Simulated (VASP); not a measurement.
Here is a VASP 6.6.1 calculation.

File POSCAR:

```
Cr
1.0
    2.3386903703      0.0000000000      0.0000000000
    0.0000000000      2.3386903703      0.0000000000
    0.0000000000      0.0000000000      2.3386903703
Cr
1
Direct
    0.0000000000      0.0000000000      0.0000000000
```

File INCAR.step1:

```
SYSTEM = Cr
PREC = Accurate
ENCUT = 520
EDIFF = 1E-5
ISMEAR = -1
SIGMA = 0.1
LREAL = .False.
LASPH = .True.
NELM = 80
ALGO = Normal
ISIF = 2
LWAVE = .True.
NBANDS = 12
GGA = PE
```

INCAR.step2

```
SYSTEM = Cr
PREC = Accurate
ENCUT = 520
EDIFF = 1E-6
ISMEAR = -1
SIGMA = 0.1
LREAL = .False.
LASPH = .True.
NELM = 80
ALGO = Normal
ISIF = 2
LWAVE = .False.
LCHARG = .True.
GGA = PE
LHFCALC = .True.
HFSCREEN = 0.2079
PRECFOCK = Normal
LELF = .True.
LVHAR = .True.
NBANDS = 12
ISTART = 1
```

The input KPOINTS:

```
Automatic mesh
0
Gamma
  7 7 7
  0 0 0
```

Potentials or basis: VASP PAW PBE potentials, release 64 (Cr_pv).

Launch:

```sh
$ cat potpaw_PBE.64/Cr_pv/POTCAR > POTCAR
$ cp INCAR.step1 INCAR
$ mpirun -np 1 vasp_std > vasp.out
$ cp INCAR.step2 INCAR
$ mpirun -np 1 vasp_std > vasp.out
```

Q: Estimate the pressure.

A: 1.0 GPa.

Q: What does it give for the band gap on the k mesh?

A: None (metal or under the smearing width).

Caveat: the k mesh is coarse (spacing up to 0.38 Å⁻¹), so the values aren't converged, least of all with exact exchange; the PAW data sets were made with another functional, which shifts forces and pressure a little; the run has no spin polarisation, though such a crystal can be magnetic. Spin polarisation is off, so any magnetic state and its effect on volume and gap are missing.
